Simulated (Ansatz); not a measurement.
Structure: COD 9003114, as refined from experiment and not relaxed. The listed cell was then made from it by scaling, straining or moving an atom.

An input for KCl: DFT, LDA, PAW with Ansatz's default frozen-core files, scalar-relativistic (Ansatz 0.2.0). The PAW files were made with PBE; their cores are remade for this functional.

Command: `ansatz run input.yaml --threads 1 --pin off --max-ram 3072MiB --backend cpu --events-out ev --progress --plain --runs-dir out` The run took 2.3 s on 1 thread of Arm Neoverse V1, on a shared host, peak memory 0.3 GiB.

```yaml
crystal:
  lattice:
    - [0.0, 3.1976323944, 3.1976323944]
    - [3.1976323944, 0.0, 3.1976323944]
    - [3.1976323944, 3.1976323944, 0.0]
  atoms:
    - { symbol: K, position: [0.0, 0.0, 0.0] }
    - { symbol: Cl, position: [0.5, 0.5, 0.5] }
kpoints:
  mp_grid: { grid: [7, 7, 7] }
scf:
  occupations: { method: fermi_dirac, width: 0.03 }
hamiltonian:
  xc: lda
  pseudopotentials: { kind: paw }
output:
  forces: true
  stress: true
  eigenvalues: true
  efg: { contact_densities: true }
```

Set-up and iterations as logged by Ansatz (the results part is left out, to be predicted):

```
Engine: ansatz 0.2.0
Pseudopotentials: kind: paw
Pseudopotential: K, paw, valence charge 9, recommended cutoff 420 eV (normal)
Pseudopotential: Cl, paw, valence charge 7, recommended cutoff 420 eV (normal)
Functional definition: SPW92
  exchange = slater_x
  correlation = pw_c
Crystal: 2 atoms, lattice volume = 65.391 Å³
Basis set: ecut = 420 eV, 1243 PW (Γ)
Bands: 12, of which v1, the nominal top of the filled ones, is band 8 counted from 1 (7 counted from 0)
Symmetry: 48 space group operations
Space group: Fm-3m (ITA 225), of the structure as read, at distance tolerance 4.0e-5 Å
k-points: 20 of 343
Non-local potential: K, projectors of the file, l = 0: 3, l = 1: 2, l = 2: 2
Non-local potential: Cl, projectors of the file, l = 0: 2, l = 1: 2, l = 2: 2
PAW form: soft (Blöchl's): semilocal exchange-correlation on the pseudo side does not see the compensation charge
PAW frozen core: K, regenerated for the run's functional, and the local potential with it (the file was generated under x = pbe(κ = 0.804, μ = 0.2195149727645171), c = pbe(β = 0.06672455060314922))
PAW frozen core: Cl, regenerated for the run's functional, and the local potential with it (the file was generated under x = pbe(κ = 0.804, μ = 0.2195149727645171), c = pbe(β = 0.06672455060314922))
PAW one-centre angular grid: K, 110 points (default); XC on 64 Gauss nodes
PAW one-centre angular grid: Cl, 110 points (default); XC on 64 Gauss nodes
Initial density: superposition of atomic densities (neutral atoms: chi_scale 0, normalization atom), corrected by the library's trained network
Initial wavefunctions: pseudopotential atomic-orbital guess
Functional: x = slater, c = lda
SCF iter   1: F=—  HF=-2544.214780 eV  |F-HF|=—  |Δ(HF+E_count)|=         —  Δρ=6.03e-3  dr2=2.40e-2  ethr=1.77e-3  ⟨swp⟩=6.1  Hψ=1496  notcnv=0
SCF iter   2: F=—  HF=-2544.206786 eV  |F-HF|=—  |Δ(HF+E_count)|=   7.99e-3  Δρ=2.77e-3  dr2=2.20e-3  ethr=1.50e-4  ⟨swp⟩=2.2  Hψ=551  notcnv=0
SCF iter   3: F=—  HF=-2544.206109 eV  |F-HF|=—  |Δ(HF+E_count)|=   6.77e-4  Δρ=1.02e-3  dr2=3.68e-4  ethr=1.38e-5  ⟨swp⟩=2.4  Hψ=332  notcnv=0
SCF iter   4: F=—  HF=-2544.205992 eV  |F-HF|=—  |Δ(HF+E_count)|=   1.17e-4  Δρ=7.93e-5  dr2=3.18e-6  ethr=2.30e-6  ⟨swp⟩=2.1  Hψ=345  notcnv=0
SCF iter   5: F=—  HF=-2544.205995 eV  |F-HF|=—  |Δ(HF+E_count)|=   3.11e-6  Δρ=1.33e-5  dr2=2.78e-8  ethr=1.99e-8  ⟨swp⟩=3.0  Hψ=389  notcnv=0
SCF iter   6: F=-2544.205995 eV  HF=-2544.205995 eV  |F-HF|=7.87e-11  |Δ(HF+E_count)|=   7.95e-9  Δρ=8.52e-7  dr2=3.15e-10  ethr=1.74e-10  ⟨swp⟩=1.6  Hψ=749  notcnv=0
```

(1) What pressure will this run report?

Answers

(1) -2.54 GPa (positive in compression).
